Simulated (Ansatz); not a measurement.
# Ni (Fm-3m) in Ansatz: a series of runs, part 2 of 3

Ansatz 0.2.0. Earlier steps stand in the parts before.

### Step 3. Elastic constants, PBE+D4+U, collinear spin, program default start (volume scaled by 1.08)

The input, input.yaml:

```yaml
crystal:
  lattice:
    - [0.0, 1.7827247526, 1.7827247526]
    - [1.7827247526, 0.0, 1.7827247526]
    - [1.7827247526, 1.7827247526, 0.0]
  atoms:
    - { symbol: Ni, position: [0.0, 0.0, 0.0] }
hamiltonian:
  xc: pbe
  pseudopotentials: { kind: paw }
  dispersion: d4
  hubbard:
    sites: [{ species: Ni, l: d, u_eff: 5.3 }]
    projectors: ortho-atomic
magnetization:
  spin_polarized: true
kpoints:
  mp_grid: { grid: [9, 9, 9] }
scf:
  occupations: { method: gaussian, width: 0.025 }
output:
  forces: true
  stress: true
elastic:
  mode: relaxed_ion
  stencil: two_point
```

Potentials or basis: Ansatz PAW.

Started as:

```console
$ ansatz run input.yaml --threads 1 --pin off --max-ram 2560MiB --backend cpu --events-out ev --progress --plain --runs-dir out
```

Output:

```text
Warning: RAYON_NUM_THREADS=1 ignored (pool sized by the plan → 1); use --threads N
band count auto-derived: 14 (N_el = 18.0; filled up to band 9; 13 by the electrons, moments and atoms)
Engine: ansatz 0.2.0, x86_64-unknown-linux-gnu
Pseudopotentials: kind: paw
Pseudopotential: Ni, paw, valence charge 18, recommended cutoff 420 eV (normal), Ni.paw.azcp
Functional definition: PBE
  parameter kappa = 0.804
  parameter beta = 0.06672455060314922
  exchange = pbe_x(kappa = kappa, mu = beta*pi^2/3)
  correlation = pbe_c(beta = beta)
Crystal: 1 atoms, lattice volume = 11.331 Å³
Basis set: ecut = 420 eV, 229 PW (Γ), exchange–correlation on 36×36×36 points (8 copies of the dense FFT grid, shifted against one another)
Bands: 14, of which v1, the nominal top of the filled ones, is band 9 counted from 1 (8 counted from 0)
Symmetry: 48 space group operations
Space group: Fm-3m (ITA 225), of the structure as read, at distance tolerance 2.2e-5 Å
k-points: 35 of 729
Non-local potential: Ni, projectors of the file, l = 0: 3, l = 1: 2, l = 2: 3, l = 3: 1
PAW form: soft (Blöchl's): semilocal exchange-correlation on the pseudo side does not see the compensation charge
PAW one-centre angular grid: Ni, 590 points (default); XC on 64 Gauss nodes
Initial density: superposition of atomic densities (chi_scale 0.1, normalization cell)
Initial wavefunctions: pseudopotential atomic-orbital guess
Functional: x = pbe(κ = 0.804, μ = 0.2195149727645171), c = pbe(β = 0.06672455060314922)
SCF 1 converged in 17 iterations: F = -5837.766875 eV  dr2 = 2.03e-10
Symmetry: 16 space group operations
k-points: 75 of 729
Initial density: read from a saved state, or passed on in memory by an earlier SCF of this step, an earlier step, the calling program or the single point that the run made first
Initial wavefunctions: those read from a saved state, or passed on in memory by an earlier step or the calling program
[... 154 lines left out ...]
       10.353433       0.000000       0.000000
        0.000000      10.353433       0.000000
        0.000000       0.000000       7.464397
  P = ⅓ Tr σ = 9.3904 GPa (93.904 kbar)
--- Band table (eV; the first three rows and the last of 150) ---
  k-point 0 ↑: bands = ["-85.6618", "-46.9861", "-45.4406", "-45.4406", "8.3944", "12.6972", "12.9805", "12.9805", "13.5501", "14.5258", "40.4688", "43.4209", "44.1817", "44.1817"]
  k-point 1 ↑: bands = ["-85.6585", "-46.9957", "-45.4572", "-45.4440", "8.8551", "12.6400", "12.9312", "13.0814", "13.6088", "14.4848", "38.1609", "41.4134", "42.9531", "43.2480"]
  k-point 2 ↑: bands = ["-85.6502", "-47.0202", "-45.4988", "-45.4527", "10.0435", "12.4490", "12.8998", "13.2550", "13.9197", "14.4818", "32.6552", "40.6807", "41.9610", "42.1818"]
  k-point 74 ↓: bands = ["-84.4954", "-45.4090", "-44.7641", "-44.7505", "12.4149", "14.9474", "15.4439", "15.8341", "16.0823", "20.4814", "27.2007", "29.3535", "32.2220", "37.8813"]
Occupation matrices written to <dir>
--- Elastic constants: 4 strain directions × 2 members + reference (group order 16) ---
  dense FFT box of the reference and of every strained cell: 18×18×18
  strains applied: 11, 33, 23, 12; error gains: componentwise 1.00 (the most a stress slope's error grows in a printed constant), spectral 1.41 (1 for all six strains in a standard setting)
  pairwise dispersion correction: d4 (s6 = 1.0, s8 = 0.95948085, s9 = 1.0, a1 = 0.38574991, a2_bohr = 4.80688534), with the weights of each atom's references fixed at the reference crystal's, and the forces and stress that the weights' published response gives there kept as a pressure on the atom's counted neighbours (hamiltonian.dispersion)
  C = ∂σ_k/∂η_j (tension-positive GPa; Voigt order 11 22 33 23 13 12):
       263.336    151.427    141.172      0.000      0.000      0.000
       151.427    263.336    141.172      0.000      0.000      0.000
       137.972    137.972    234.864      0.000      0.000      0.000
         0.000      0.000      0.000    137.825      0.000      0.000
        -0.000     -0.000      0.000      0.000    137.825     -0.000
         0.000      0.000      0.000      0.000      0.000    102.593
  reference stress σ⁰ (GPa):    -10.353    -10.353     -7.464     -0.000     -0.000     -0.000
  C* (energy form; C + prestress term) asymmetry max|C*_kj − C*_jk| = 3.104e-1 GPa — a small one proves nothing (zero by symmetry where the batch's group is 432, −43m or m−3m); a large one is finite-difference/SCF noise where every solve meets its electron count
  moduli (Voigt/Reuss/Hill, GPa): K = 180.30/179.19/179.74   G = 97.71/82.46/90.09   E = 231.57   ν = 0.285
  mechanically stable: yes (min eigenvalue of sym C = 102.59 GPa)
  strain η (Voigt 11):  stress-route row diagonal C_11 = 263.34 GPa, energy-path curvature d²(F+E_count+ΔE)/dδ²/Ω₀ = 263.60 GPa
         δ    σ_11 (GPa)             F (eV)   n_scf  n_hpsi   n_pw
    -2.000e-3     -10.8828       -5838.1541497      10   83821    229   relax 0 steps, max|allowed force component| 0.00e0 eV/Å
     2.000e-3      -9.8295       -5838.1570801       8   73621    229   relax 0 steps, max|allowed force component| 0.00e0 eV/Å
  strain η (Voigt 33):  stress-route row diagonal C_33 = 234.86 GPa, energy-path curvature d²(F+E_count+ΔE)/dδ²/Ω₀ = 235.00 GPa
         δ    σ_33 (GPa)             F (eV)   n_scf  n_hpsi   n_pw
    -2.000e-3      -7.9391       -5838.1545665       8   41146    229   relax 0 steps, max|allowed force component| 0.00e0 eV/Å
     2.000e-3      -6.9997       -5838.1566737       6   35768    229   relax 0 steps, max|allowed force component| 0.00e0 eV/Å
  strain η (Voigt 23):  stress-route row diagonal C_44 = 137.83 GPa, energy-path curvature d²(F+E_count+ΔE)/dδ²/Ω₀ = 141.52 GPa
         δ    σ_23 (GPa)             F (eV)   n_scf  n_hpsi   n_pw
    -2.000e-3      -0.2757       -5838.1556307       9  126094    229   relax 0 steps, max|allowed force component| 0.00e0 eV/Å
     2.000e-3       0.2757       -5838.1556307       8  120223    229   relax 0 steps, max|allowed force component| 0.00e0 eV/Å
  strain η (Voigt 12):  stress-route row diagonal C_66 = 102.59 GPa, energy-path curvature d²(F+E_count+ΔE)/dδ²/Ω₀ = 103.83 GPa
         δ    σ_12 (GPa)             F (eV)   n_scf  n_hpsi   n_pw
    -2.000e-3      -0.2052       -5838.1556361      10   82450    229   relax 0 steps, max|allowed force component| 0.00e0 eV/Å
     2.000e-3       0.2052       -5838.1556361       6   53863    229   relax 0 steps, max|allowed force component| 0.00e0 eV/Å
```

elastic.tsv:

```text
# convention: tension-positive GPa; Voigt order 11 22 33 23 13 12; engineering shear strains; stresses and constants hold the Pulay correction, whose part of sigma0, of c and of each member's stress the lines and columns named pulay_correction_..._gpa give (of c_energy it is that of c and, on the columns of strains 1 to 3, that of sigma0; of a layer's constants it is that of c in the plane, times a tenth of its plane spacing in ang); where a line pulay_correction_withheld stands none holds it
[... 18 lines left out ...]
6	0.0000000000e0	0.0000000000e0	0.0000000000e0	0.0000000000e0	0.0000000000e0	1.0259256087e2	0.0000000000e0	0.0000000000e0	0.0000000000e0	0.0000000000e0	0.0000000000e0	1.0259256087e2	0.0000000000e0	0.0000000000e0	0.0000000000e0	0.0000000000e0	0.0000000000e0	-1.7060233054e-1
```

elastic_members.tsv:

```text
# convention: tension-positive GPa; Voigt order 11 22 33 23 13 12; engineering shear strains; stresses and constants hold the Pulay correction, whose part of sigma0, of c and of each member's stress the lines and columns named pulay_correction_..._gpa give (of c_energy it is that of c and, on the columns of strains 1 to 3, that of sigma0; of a layer's constants it is that of c in the plane, times a tenth of its plane spacing in ang); where a line pulay_correction_withheld stands none holds it
[... 19 lines left out ...]
5	2.0000000000e-3	-1.0357704055e1	-1.0357704055e1	-7.4682165028e0	1.2159583711e-16	-8.6854169364e-17	2.0518636370e-1	-5.8381556361e3	-5.8381556180e3	6	53863	229	0	0.0000000000e0	0.0000000000e0	-6.8541134334e-2	-6.8541134334e-2	-1.3177399989e-1	-1.0856771171e-18	2.6633016778e-18	-3.4120803141e-4	-2.6911029732e-5	0.0000000000e0
```

It took 40 s on 1 thread of AMD EPYC 9B45 (Zen 5), shared host; peak memory 0.53 GiB.

The run converged, but a check on its numbers failed (symmetry, net force, bounds or a known fault of this set-up), so they aren't taken as properties of the crystal.

Caveat: the magnetic or orbital state may not be the lowest; the result breaks the symmetry of the cell; the cell is more than 3 GPa from zero pressure, which shifts response properties; elastic constants of metals need much finer meshes, so these are rough; pairwise dispersion overbinds metals, which lowers pressure and volume; the U is typed as a test and isn't derived for this compound.

### Step 4. Ladder of functionals, r2SCAN+U, collinear spin, program default start

The input, input.yaml:

```yaml
crystal:
  lattice:
    - [0.0, 1.737572933, 1.737572933]
    - [1.737572933, 0.0, 1.737572933]
    - [1.737572933, 1.737572933, 0.0]
  atoms:
    - { symbol: Ni, position_ang: [0.0, 0.0, 0.0] }
hamiltonian:
  xc: r2scan
  pseudopotentials: { kind: nc, accuracy: standard }
  hubbard: { sites: [{ species: Ni, l: d, u_eff: 6.0 }] }
magnetization:
  spin_polarized: true
kpoints:
  mp_grid: { grid: [13, 13, 13] }
scf:
  occupations: { method: tetrahedron }
output:
  forces: true
  stress: true
  xc_energy_on_converged_density: [lda, pbe, pbesol, rpbe, revpbe, blyp]
  write_density: true
  write_potential: true
  elf: true
  volumetric_format: npy
```

Potentials or basis: PseudoDojo standard (PBE files).

Started as:

```console
$ ansatz run input.yaml --threads 1 --pin off --max-ram 2560MiB --backend cpu --events-out ev --progress --plain --runs-dir out
```

Output:

```text
Warning: output.forces, output.stress, relax.cell or npt_langevin: where a Kohn–Sham band that disperses or a degenerate level is filled in part under the method tetrahedron, the forces or the stress that this run publishes need not agree with its energy (scf.occupations.method in the input reference, under Limitations); prefer a smearing scheme for the forces or the stress
Warning: hamiltonian.xc reads the kinetic-energy density τ on the library's norm-conserving files, and those of Ni were made for PBE. This build holds files of Ni that were made for r²SCAN, which a deck under this functional can read where it names no table (hamiltonian.pseudopotentials.accuracy or source), types no xc_functional and has no exact exchange, max_exx_coeff or level of output.embedding that keeps them out. To compare such runs, type hamiltonian.pseudopotentials: {kind: paw, frozen_core: stored} on both or, where PAW refuses one, {kind: nc, accuracy: standard}
Warning: RAYON_NUM_THREADS=1 ignored (pool sized by the plan → 1); use --threads N
band count auto-derived: 14 (N_el = 18.0; filled up to band 9; 13 by the electrons, moments and atoms)
[... 1 set-up line as earlier in the session ...]
Pseudopotentials: kind: nc
Pseudopotential: Ni, nc, valence charge 18, recommended cutoff 1333.357926 eV (normal), Ni.nc.azcp (PseudoDojo's, or run here from an input of PseudoDojo's; its table is named by hamiltonian.pseudopotentials.accuracy)
Functional definition: r2SCAN
  parameter k0 = 0.174
  parameter k1 = 0.065
  parameter a1 = 4.9479
  exchange = r2scan_x(k0 = k0, k1 = k1, a1 = a1)
  correlation = r2scan_c
Crystal: 1 atoms, lattice volume = 10.492 Å³
Basis set: ecut = 1333.357926 eV, 1211 PW (Γ), exchange–correlation on 120×120×120 points (64 copies of the dense FFT grid, shifted against one another)
Bands: 14, of which v1, the nominal top of the filled ones, is band 9 counted from 1 (8 counted from 0)
[... 2 set-up lines as earlier in the session ...]
k-points: 84 of 2197
Non-local potential: Ni, projectors of the file, l = 0: 2, l = 1: 2, l = 2: 2
[... 2 set-up lines as earlier in the session ...]
Functional: x = r2scan, c = r2scan; τ floored in thin density (d = 2e-4 eV/Å³)
Listed functional: x = slater, c = lda
Listed functional: x = pbe(κ = 0.804, μ = 0.2195149727645171), c = pbe(β = 0.06672455060314922)
Listed functional: x = pbesol(κ = 0.804, μ = 0.12345679012345678), c = pbesol(β = 0.046)
Listed functional: x = rpbe, c = pbe(β = 0.06672455060314922)
Listed functional: x = revpbe(κ = 1.245, μ = 0.2195149727645171), c = pbe(β = 0.06672455060314922)
Listed functional: x = b88, c = lyp
SCF iter   1: F=—  HF=-4584.864206 eV  |F-HF|=—  |Δ(HF+E_count)|=         —  Δρ=1.51e-1 (↑1.51e-1 ↓7.84e-2)  dr2=5.05e-1  dr2_τ=5.54e0  dr2_m=1.18e0  M=0.936 μB ∫|m|=0.936 μB  ethr=3.10e-3  ⟨swp⟩=5.0  Hψ=6865  notcnv=0
Mixer restart at iter 1: flushing history
[... 10 lines left out ...]
SCF 1 converged in 10 iterations: F = -4585.826122 eV  dr2 = 2.27e-10
this state was not tested for a lower state beside it, because cold or Methfessel-Paxton smearing, or corrected tetrahedra, fill the levels in a way that the test cannot read (fill_not_monotonic; see scf.lower_state_search)
SCF converged after 10 iterations
Magnetization: 0.7532 μB (9.3766 up, 8.6234 down)
Absolute magnetization: 1.0021 μB (∫|ρ↑−ρ↓|)
Spin contamination: 0.0509 ħ² per cell (⟨S²⟩ above its minimum at these occupations)
Per-site moments (μB) at R_I (Å): [(0.8471723229298086, 1.0136359230776613)]
Free energy (F): -4585.826122 eV
Harris-Foulkes:  -4585.826122 eV  (|F-HF|=1.30e-9)
Internal energy: -4585.826078 eV  (E = F + TS)
E sigma→0 (E₀):  -4585.826122 eV
Entropy (-TS):   -0.000044 eV (-0.044 meV/atom)
Fermi energy:    18.739568 eV
--- Per-component energies (eV) ---
  E_band       = -305.421113
  E_kinetic    = 2163.955055
  E_local      = -3604.423783  (includes V_loc(G=0)·N_el)
  E_nonlocal   = -724.535973
  E_hartree    = 1262.934062
  E_xc         = -608.582715
  E_vxc        = -699.513428  (∫ρ·V_xc dr)
  E_hubbard    = 2.483104  (on-site DFT+U / exact-exchange correction)
  E_vhub       = -21.736616  (the Hubbard potential's part of the band-sum identity)
  E_vtau       = 54.966361  (kinetic-family band-sum trace: ∫τ·v_τ [+ j·A + Jᵃ·Aᵃ] dr)
  E_ewald      = -3077.655828
  E_smearing   = -0.000044  (= −TS)
  E_closure    = 0.000000  (closes the sum)
  Σ components = -4585.826122   (vs F -4585.826122, Δ=0.00e0)
--- Forces (eV/Å), atoms counted from 1 ---
  atom   1  Ni    -0.00000000    -0.00000000    -0.00000000
  max |Σ_I F_I| component: 3.70e-32 eV/Å
--- Stress (GPa, compression-positive) ---
        1.482011      -0.000000       0.000000
       -0.000000       1.482011      -0.000000
        0.000000      -0.000000       1.482011
  P = ⅓ Tr σ = 1.4820 GPa (14.820 kbar)
--- E_xc of listed functionals on the converged density (eV per cell; not total energies) ---
  on the closing iteration's output density plus the core of the run's pseudopotentials (for a meta-GGA, its output tau too, plus the cores' where a run under it adds that), as the run's own E_xc is; on PAW an entry holds the one-centre parts besides; self-consistent for r2scan alone
  E_xc = -577.923860  lda
  E_xc = -585.798027  pbe
  E_xc = -580.174814  pbesol
  E_xc = -587.020263  rpbe
  E_xc = -586.673552  revpbe
  E_xc = -582.676109  blyp
--- Band table (eV; the first three rows and the last of 168) ---
  k-point 0 ↑: bands = ["-88.7982", "-47.0684", "-47.0684", "-47.0684", "9.7069", "13.8935", "13.8935", "13.8935", "15.4308", "15.4308", "44.0864", "48.5003", "48.5003", "48.5003"]
  k-point 1 ↑: bands = ["-88.7960", "-47.0830", "-47.0705", "-47.0705", "9.9517", "13.8316", "13.9492", "13.9492", "15.4066", "15.4066", "43.2512", "46.1049", "47.9585", "47.9585"]
  k-point 2 ↑: bands = ["-88.7902", "-47.1231", "-47.0763", "-47.0763", "10.6370", "13.7102", "14.0807", "14.0807", "15.3683", "15.3683", "39.7695", "45.0492", "47.1060", "47.1060"]
  k-point 83 ↓: bands = ["-87.4007", "-45.8354", "-45.8129", "-45.7460", "13.3249", "15.8487", "16.1230", "16.4054", "19.4590", "26.3298", "28.4551", "30.7340", "31.8217", "50.1916"]
Occupation matrices written to <dir>
```

Run time: 4.6 s. Hardware: 1 thread of AMD EPYC 9B45 (Zen 5), shared host; peak memory 0.51 GiB.

What came out:

```yaml
Free_energy: -4585.8261 eV
Pressure: 1.5 GPa
Band_gap_on_the_k_mesh: none (metal or under the smearing width)
Net_moment: 0.75 μB per cell
Absolute_moment: 1.00 μB per cell
Site_moments: Ni +0.85 μB
```

Eigenvalues of the final occupation matrices:
```
  site  spin  trace               eigenvalues
site 1     1   4.88  0.97 0.97 0.97 0.98 0.98
site 1     2   4.02  0.70 0.70 0.70 0.96 0.96
```

Caveat: the meta-GGA runs on potentials made for a GGA; the magnetic or orbital state may not be the lowest; the potentials were made for another functional, which shifts forces and pressure; the U is typed as a test and isn't derived for this compound; with tetrahedron occupations forces and stress needn't match the slope of the energy. The state reached can hang on the start; a lower one may exist.

(Part 2 of 3 ends here.)
